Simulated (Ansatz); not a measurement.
## Uniaxial strain in HgTe

Cell: a COD entry, whose atoms a relaxation with PBE at fixed cell left in place.

```
Hg Te
1.0
     0.00000    2.92150    2.92150
     2.92150    0.00000    2.92150
     2.92150    2.92150    0.00000
Hg Te
1 1
Direct
  0.00000 0.00000 0.00000
  0.50000 0.50000 0.50000
```

Sites (sets of like atoms) are named by element and the number of their first atom in this list.

All values are calculated (Ansatz; DFT, PBE, plane waves and PAW, scalar-relativistic, 420 eV cutoff, Γ-centred 14×14×14 k-points, Fermi–Dirac smearing 0.05 eV), not measured.

The cell is stretched along z (the third Cartesian axis of the run's cell), x and y held, and the ions relax again each time. Tension counts as positive.

| strain along z (%) | stress along z (GPa) | stress along x (GPa) |
| --- | --- | --- |
| -3 | -16.8 | -12.3 |
| -2 | -14.4 | -11.7 |
| -1 | -12.3 | -11.0 |
| 0 | -10.4 | -10.4 |
| +1 | ? | ? |
| +2 | -7.4 | -9.3 |
| +3 | -6.1 | -8.7 |

Task: Estimate the row at +1 % from the others.

Result: stress along z (GPa): -8.8; stress along x (GPa): -9.9. Worked: parabolas through the other 6 rows give -8.8 and -9.8 GPa at +1 %. Their slopes at zero strain are 177 GPa (C₁₁) and 59 GPa (C₁₂). They hold at this cell, where the calculated pressure is 10.4 GPa, and with no gap in the run.

All values belong to this cell and structure model.
